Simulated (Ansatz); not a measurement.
The cell is zincblende CdTe; cell and atoms were relaxed with r2SCAN. Space group F-43m (No. 216), cubic; conventional cell a = 6.560 Å, 35.29 Å³ an atom. Around Cd lie 4 Te at 2.84 Å; around Te lie 4 Cd at 2.84 Å.

The questions ask for values computed with Ansatz 0.2.0 on this geometry. No magnetic order and no zero-point or thermal motion.

Given (6×6×6 mesh): The PBE gap is direct at Γ: 0.66 eV.

(1) Estimate the gap with PBE+SOC on 6×6×6.

(2) Estimate the gap with r2SCAN on 6×6×6.

(3) How does the gap change from PBE to HSE06 (4×4×4)?

(4) What does PBE0 give for the gap (4×4×4 mesh)?

(5) Roughly how does the cost of the PBE+SOC run (6×6×6) compare with r2SCAN's (6×6×6)?

(6) What are ε∞ and the Born charges with r2SCAN?

(7) Going by these computed values, what does each step up buy?

## Answers

(1) With PBE+SOC the gap is 0.39 eV and direct, at Γ. The gap differs by -0.27 eV from PBE's.

(2) The r2SCAN gap is direct at Γ: 1.16 eV. The gap differs by +0.50 eV from PBE's.

(3) HSE06 gives a direct gap of 1.53 eV at Γ. The gap differs by +0.87 eV from PBE's.

(4) PBE0 gives a direct gap of 2.16 eV at Γ. The gap differs by +1.50 eV from PBE's.

(5) About 2.5 times as much (21 core-seconds against 8 core-seconds, on 2 threads of Arm Neoverse V2 (shared host)).

(6) The clamped-ion dielectric constant comes out as 7.53 in all directions. Born charges, averaged over directions: Cd +2.25, Te -2.25 e.

(7) r2SCAN covers 58 % of the step from PBE to HSE06, while HSE06 needs about 8 times r2SCAN's cost (on a coarser mesh). For gaps to 0.1 eV, spin-orbit coupling (up to 0.27 eV here) has to be included. All these functionals give a gap of the same kind, direct.

Only the levels marked +SOC include spin-orbit coupling.

The meshes of the hybrids are coarse, so their gaps aren't converged to the digits shown.
